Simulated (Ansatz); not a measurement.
Wanted: the native input for an Ansatz 0.2.0 run.

| Quantity | Value |
| --- | --- |
| Task | band structure |
| Functional | LDA |
| Potentials or basis | Ansatz PAW |
| Cutoff | 420 eV (not typed: the program's choice for these potentials) |
| k mesh | 8 × 8 × 5 |
| Occupations | fermi-dirac, width 0.05 eV |
| Spin | collinear spin, ferromagnetic start |
| Starting moments | [1.0, 0.0, 0.0] μB |
| Path | [["G", "M", "K", "G", "A", "L", "H", "A"], ["L", "M"], ["K", "H"]] |
| Points for each segment of the path | 14 |

NiO2:

```xyz
3
Lattice="2.7988 0.0000 0.0000 -1.3994 2.4238 0.0000 0.0000 0.0000 4.6183" Properties=species:S:1:pos:R:3 pbc="T T T"
Ni    0.0000    0.0000    2.3091
O     0.0000    1.6159    1.3576
O     1.3994    0.8079    3.2607
```

The cell comes from a database or a generator and needn't be the stable form of this composition.

These files were run (other wordings do the same):

input.yaml

```yaml
crystal:
  lattice:
    - [2.798781865, 0.0, 0.0]
    - [-1.3993909325, 2.4238161948, 0.0]
    - [0.0, 0.0, 4.618273]
  atoms:
    - { symbol: Ni, position: [0.0, 0.0, 0.5], spin: 1.0 }
    - { symbol: O, position: [0.3333333333, 0.6666666667, 0.293961] }
    - { symbol: O, position: [0.6666666667, 0.3333333333, 0.706039] }
hamiltonian:
  xc: lda
  pseudopotentials: { kind: paw }
magnetization:
  spin_polarized: true
kpoints:
  mp_grid: { grid: [8, 8, 5] }
  band_path:
    path:
      - [[0.0, 0.0, 0.0], [0.5, 0.0, 0.0], [0.3333333333, 0.3333333333, 0.0], [0.0, 0.0, 0.0], [0.0, 0.0, 0.5], [0.5, 0.0, 0.5], [0.3333333333, 0.3333333333, 0.5], [0.0, 0.0, 0.5]]
      - [[0.5, 0.0, 0.5], [0.5, 0.0, 0.0]]
      - [[0.3333333333, 0.3333333333, 0.0], [0.3333333333, 0.3333333333, 0.5]]
    npoints: 14
scf:
  occupations: { method: fermi_dirac, width: 0.05 }
  n_extra_bands: 7
output:
  forces: true
  stress: true
  eigenvalues: true
  fatbands: true
  write_density: true
  write_potential: true
  elf: true
  volumetric_format: npy
```

Potentials or basis: Ansatz PAW.

Command:

```sh
$ ansatz run input.yaml --threads 2 --pin off --max-ram 5632MiB --backend cpu --events-out ev --progress --plain --runs-dir out
```

Results of the run:

```json
{"Pressure": "-11.3 GPa", "Largest force": "0.873 eV/Å", "Band gap on the k mesh": "0.88 eV, indirect (least direct gap 1.12 eV)", "Band gap along the path": "0.98 eV, indirect (least direct gap 1.24 eV)", "Net moment": "0.00 μB per cell", "Absolute moment": "0.00 μB per cell"}
```

Caveat: the pressure holds a Pulay correction of +1.2 GPa for the finite cutoff; the PAW data sets come from PBE, with cores solved anew for the run's functional, which leaves a small shift of forces and pressure; the starting moments weren't kept.

Wall time 6 s on 2 threads of Arm Neoverse V1, with other jobs on the host, peak memory 0.32 GiB.
